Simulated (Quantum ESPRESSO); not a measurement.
# CoSi2 (I4/mmm) in Quantum ESPRESSO: single point with PBE

Aim: the single point of CoSi2 with PBE.

All numbers are computed with Quantum ESPRESSO 7.5; they aren't measurements. Logs are shortened: lines on timing, memory, paths and dates and some standing lists are left out, and cuts for length are marked.

**1. The structure**

Symmetry: I4/mmm, No. 139, tetragonal system. The conventional cell has a = 3.854 Å, b = 3.854 Å, c = 5.344 Å, α = 90.00°, β = 90.00°, γ = 90.00°. Around Co (site symmetry 4/mmm) lie 8 Si at 2.34 Å. Around Si (site symmetry -4m2) lie 4 Co at 2.34 Å and 2 Si at 2.67 Å.

The cell was built by a generator and needn't be a form met in nature.

**2. Single point, PBE**

The input, pw.in:

```
&CONTROL
  calculation = 'scf'
  prefix = 'pwscf'
  outdir = './tmp'
  pseudo_dir = './pseudo'
  tprnfor = .true.
  tstress = .true.
  disk_io = 'nowf'
/
&SYSTEM
  ibrav = 0
  nat = 3
  ntyp = 2
  ecutwfc = 55
  ecutrho = 440
  nbnd = 19
  occupations = 'smearing'
  smearing = 'mp'
  degauss = 0.00734986
/
&ELECTRONS
  conv_thr = 6d-10
  electron_maxstep = 120
  mixing_beta = 0.5
/
ATOMIC_SPECIES
Co    58.9332 Co_pbe_v1.2.uspp.F.UPF
Si    28.0850 Si.pbe-n-rrkjus_psl.1.0.0.UPF
CELL_PARAMETERS angstrom
   0.0000000000    2.7253234300    2.6717807300
   2.7253234300    0.0000000000    2.6717807300
   2.7253234300    2.7253234300    0.0000000000
ATOMIC_POSITIONS crystal
Co     0.0000000000    0.0000000000    0.0000000000
Si     0.2500000000    0.2500000000    0.2500000000
Si     0.7500000000    0.7500000000    0.7500000000
K_POINTS automatic
16 16 16 0 0 0
```

Potentials or basis: SSSP 1.3 efficiency PBE.

Command:

```
> OMP_NUM_THREADS=1 pw.x -in pw.in > pw.out
```

pw.out:

```text
This program is part of the open-source Quantum ESPRESSO suite
     for quantum simulation of materials; please cite
[... 9 lines left out ...]
     --------------------
     sticks:   dense  smooth     PW     G-vecs:    dense   smooth      PW
     Sum        1585     793    249                41725    14759    2565

     Using Slab Decomposition

     bravais-lattice index     =            0
     lattice parameter (alat)  =       7.2122  a.u.
     unit-cell volume          =     267.8326 (a.u.)^3
     number of atoms/cell      =            3
     number of atomic types    =            2
     number of electrons       =        25.00
     number of Kohn-Sham states=           19
     kinetic-energy cutoff     =      55.0000  Ry
     charge density cutoff     =     440.0000  Ry
     scf convergence threshold =      6.0E-10
     mixing beta               =       0.5000
     number of iterations used =            8  plain     mixing
     Exchange-correlation= PBE
                           (   1   4   3   4   0   0   0)

     celldm(1)=   7.212171  celldm(2)=   0.000000  celldm(3)=   0.000000
     celldm(4)=   0.000000  celldm(5)=   0.000000  celldm(6)=   0.000000

     crystal axes: (cart. coord. in units of alat)
               a(1) = (   0.000000   0.714087   0.700057 )
               a(2) = (   0.714087   0.000000   0.700057 )
               a(3) = (   0.714087   0.714087   0.000000 )

     reciprocal axes: (cart. coord. in units 2 pi/alat)
               b(1) = ( -0.700195  0.700195  0.714227 )
               b(2) = (  0.700195 -0.700195  0.714227 )
               b(3) = (  0.700195  0.700195 -0.714227 )

     PseudoPot. # 1 for Co read from file:
     Co_pbe_v1.2.uspp.F.UPF
     Pseudo is Ultrasoft + core correction, Zval = 17.0
     Generated by new atomic code, or converted to UPF format
     Using radial grid of  863 points,  6 beta functions with:
                l(1) =   0
                l(2) =   0
                l(3) =   1
                l(4) =   1
                l(5) =   2
                l(6) =   2
     Q(r) pseudized with  8 coefficients,  rinner =    1.200   1.200   1.200
                                                       1.200   1.200

     PseudoPot. # 2 for Si read from file:
     Si.pbe-n-rrkjus_psl.1.0.0.UPF
     Pseudo is Ultrasoft + core correction, Zval =  4.0
     Generated using "atomic" code by A. Dal Corso  v.5.1
     Using radial grid of 1141 points,  6 beta functions with:
                l(1) =   0
                l(2) =   0
                l(3) =   1
                l(4) =   1
                l(5) =   2
                l(6) =   2
     Q(r) pseudized with 0 coefficients

     atomic species   valence    mass     pseudopotential
     Co               17.00    58.93320     Co( 1.00)
     Si                4.00    28.08500     Si( 1.00)

     16 Sym. Ops., with inversion, found

   Cartesian axes

     site n.     atom                  positions (alat units)
         1        Co     tau(   1) = (   0.0000000   0.0000000   0.0000000  )
         2        Si     tau(   2) = (   0.3570433   0.3570433   0.3500287  )
         3        Si     tau(   3) = (   1.0711299   1.0711299   1.0500861  )

     number of k points=   349  Methfessel-Paxton smearing, width (Ry)=  0.0073

     Number of k-points >= 100: set verbosity='high' to print them.

     Dense  grid:    41725 G-vectors     FFT dimensions: (  50,  50,  50)

     Smooth grid:    14759 G-vectors     FFT dimensions: (  36,  36,  36)

     Check: negative core charge=   -0.000011

     Initial potential from superposition of free atoms

     starting charge      23.9989, renormalised to      25.0000
     Starting wfcs are   21 randomized atomic wfcs

     Self-consistent Calculation

     iteration #  1     ecut=    55.00 Ry     beta= 0.50
     Davidson diagonalization with overlap
     ethr =  1.00E-02,  avg # of iterations =  4.5

     total energy              =    -311.11679944 Ry
     estimated scf accuracy    <      16.94832476 Ry

     iteration #  2     ecut=    55.00 Ry     beta= 0.50
     Davidson diagonalization with overlap
     ethr =  1.00E-02,  avg # of iterations =  3.0

     total energy              =    -320.84941294 Ry
     estimated scf accuracy    <      34.89937210 Ry

     iteration #  3     ecut=    55.00 Ry     beta= 0.50
     Davidson diagonalization with overlap
     ethr =  1.00E-02,  avg # of iterations =  2.0

     total energy              =    -321.34981185 Ry
     estimated scf accuracy    <       7.69661428 Ry

     iteration #  4     ecut=    55.00 Ry     beta= 0.50
     Davidson diagonalization with overlap
     ethr =  1.00E-02,  avg # of iterations =  1.8

     total energy              =    -321.60572179 Ry
     estimated scf accuracy    <       1.70576691 Ry

     iteration #  5     ecut=    55.00 Ry     beta= 0.50
     Davidson diagonalization with overlap
     ethr =  6.82E-03,  avg # of iterations =  1.0

     total energy              =    -321.15410450 Ry
     estimated scf accuracy    <       1.07589056 Ry

     iteration #  6     ecut=    55.00 Ry     beta= 0.50
     Davidson diagonalization with overlap
     ethr =  4.30E-03,  avg # of iterations =  1.9

     total energy              =    -321.52168083 Ry
     estimated scf accuracy    <       1.16053638 Ry

     iteration #  7     ecut=    55.00 Ry     beta= 0.50
     Davidson diagonalization with overlap
     ethr =  4.30E-03,  avg # of iterations =  1.0

     total energy              =    -321.50720218 Ry
     estimated scf accuracy    <       1.02902330 Ry

     iteration #  8     ecut=    55.00 Ry     beta= 0.50
     Davidson diagonalization with overlap
     ethr =  4.12E-03,  avg # of iterations =  1.0

     total energy              =    -321.51430742 Ry
     estimated scf accuracy    <       0.86303108 Ry

     iteration #  9     ecut=    55.00 Ry     beta= 0.50
     Davidson diagonalization with overlap
     ethr =  3.45E-03,  avg # of iterations =  1.0

     total energy              =    -321.35030185 Ry
     estimated scf accuracy    <       0.90740337 Ry

     iteration # 10     ecut=    55.00 Ry     beta= 0.50
     Davidson diagonalization with overlap
     ethr =  3.45E-03,  avg # of iterations =  1.0

     total energy              =    -321.42614196 Ry
     estimated scf accuracy    <       0.00787251 Ry

     iteration # 11     ecut=    55.00 Ry     beta= 0.50
     Davidson diagonalization with overlap
     ethr =  3.15E-05,  avg # of iterations =  3.8

     total energy              =    -321.42821576 Ry
     estimated scf accuracy    <       0.00213385 Ry

     iteration # 12     ecut=    55.00 Ry     beta= 0.50
     Davidson diagonalization with overlap
     ethr =  8.54E-06,  avg # of iterations =  2.7

     total energy              =    -321.42617102 Ry
     estimated scf accuracy    <       0.02403576 Ry

     iteration # 13     ecut=    55.00 Ry     beta= 0.50
     Davidson diagonalization with overlap
     ethr =  8.54E-06,  avg # of iterations =  2.1

     total energy              =    -321.42759077 Ry
     estimated scf accuracy    <       0.00066652 Ry

     iteration # 14     ecut=    55.00 Ry     beta= 0.50
     Davidson diagonalization with overlap
     ethr =  2.67E-06,  avg # of iterations =  1.5

     total energy              =    -321.42762606 Ry
     estimated scf accuracy    <       0.00005202 Ry

     iteration # 15     ecut=    55.00 Ry     beta= 0.50
     Davidson diagonalization with overlap
     ethr =  2.08E-07,  avg # of iterations =  2.2

     total energy              =    -321.42763141 Ry
     estimated scf accuracy    <       0.00001070 Ry

     iteration # 16     ecut=    55.00 Ry     beta= 0.50
     Davidson diagonalization with overlap
     ethr =  4.28E-08,  avg # of iterations =  1.8

     total energy              =    -321.42763258 Ry
     estimated scf accuracy    <       0.00000528 Ry

     iteration # 17     ecut=    55.00 Ry     beta= 0.50
     Davidson diagonalization with overlap
     ethr =  2.11E-08,  avg # of iterations =  1.0

     total energy              =    -321.42763088 Ry
     estimated scf accuracy    <       0.00001506 Ry

     iteration # 18     ecut=    55.00 Ry     beta= 0.50
     Davidson diagonalization with overlap
     ethr =  2.11E-08,  avg # of iterations =  2.0

     total energy              =    -321.42763154 Ry
     estimated scf accuracy    <       0.00000102 Ry

     iteration # 19     ecut=    55.00 Ry     beta= 0.50
     Davidson diagonalization with overlap
     ethr =  4.10E-09,  avg # of iterations =  1.0

     total energy              =    -321.42763161 Ry
     estimated scf accuracy    <       0.00000002 Ry

     iteration # 20     ecut=    55.00 Ry     beta= 0.50
     Davidson diagonalization with overlap
     ethr =  9.82E-11,  avg # of iterations =  2.9

     End of self-consistent calculation

     Number of k-points >= 100: set verbosity='high' to print the bands.

     the Fermi energy is    12.2633 ev

!    total energy              =    -321.42763161 Ry
     estimated scf accuracy    <          4.5E-10 Ry
     smearing contrib. (-TS)   =       0.00001514 Ry
     internal energy E=F+TS    =    -321.42764675 Ry

     The total energy is F=E-TS. E is the sum of the following terms:
     one-electron contribution =    -240.72854001 Ry
     hartree contribution      =     133.05039198 Ry
     xc contribution           =     -45.18549615 Ry
     ewald contribution        =    -168.56400257 Ry

     convergence has been achieved in  20 iterations

     Forces acting on atoms (cartesian axes, Ry/au):

     atom    1 type  1   force =     0.00000000    0.00000000    0.00000000
     atom    2 type  2   force =     0.00000000   -0.00000000    0.00000000
     atom    3 type  2   force =    -0.00000000    0.00000000   -0.00000000

     Total force =     0.000000     Total SCF correction =     0.000000

     Computing stress (Cartesian axis) and pressure

          total   stress  (Ry/bohr**3)                   (kbar)     P=      -50.45
  -0.00037989  -0.00000000   0.00000000          -55.88       -0.00        0.00
  -0.00000000  -0.00037989   0.00000000           -0.00      -55.88        0.00
   0.00000000  -0.00000000  -0.00026898            0.00       -0.00      -39.57

=------------------------------------------------------------------------------=
   JOB DONE.
=------------------------------------------------------------------------------=
```

Run time: 7.1 min. Hardware: 1 thread of Intel Xeon Platinum 8375C at 2.90GHz (Ice Lake), shared host; peak memory 0.37 GiB.

What came out:

```
Free energy            : -4373.2457 eV
Pressure               : -5.0 GPa
Band gap on the k mesh : none (metal or under the smearing width)
```

Spin polarisation is off, so any magnetic state and its effect on volume and gap are missing.
